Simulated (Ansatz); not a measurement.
Consider ZnTe in the zinc blende structure (space group F-43m, No. 216).

```
CELL_PARAMETERS angstrom
      0.00000     3.05670     3.05670
      3.05670     0.00000     3.05670
      3.05670     3.05670     0.00000
ATOMIC_POSITIONS crystal
  Te 0.75000 0.75000 0.75000
  Zn 0.00000 0.00000 0.00000
```

Cartesian axes are those of the cell as printed.

Computed with r2SCAN (Ansatz, an electronic-structure program, PAW, without spin-orbit coupling).

Base values:

| Quantity | Result |
|---|---|
| Valence-band top at Γ | 0.00, 0.00, 0.00 eV |
| Volume per atom | 28.56 Å³ |
| Electron mass | 0.11 mₑ (at Γ) |

Now apply this change: biaxial strain −0.67 %, plane normal [111], relaxed out of plane (Cartesian); in-plane vectors clamped, the third vector and the atoms free.

### Question
What does the calculation give for the valence-band top at Γ, volume per atom and electron mass after the change?

### Answer
The valence-band top at Γ (three highest levels, from the VBM) becomes 0.00, 0.00, -0.07 eV (base: 0.00, 0.00, 0.00 eV); the volume per atom falls by 0.27 Å³, from 28.56 Å³ to 28.29 Å³; the electron mass goes from 0.11 mₑ (at Γ) to 0.11 mₑ out of plane, 0.12 mₑ in plane (at Γ).

Spin-orbit coupling, missing from the scalar runs, can matter with Te. The levels and masses belong to the bands next to the band gap. Masses are band curvatures over ±0.01 Å⁻¹ around the edge. No phonon test of stability was made.
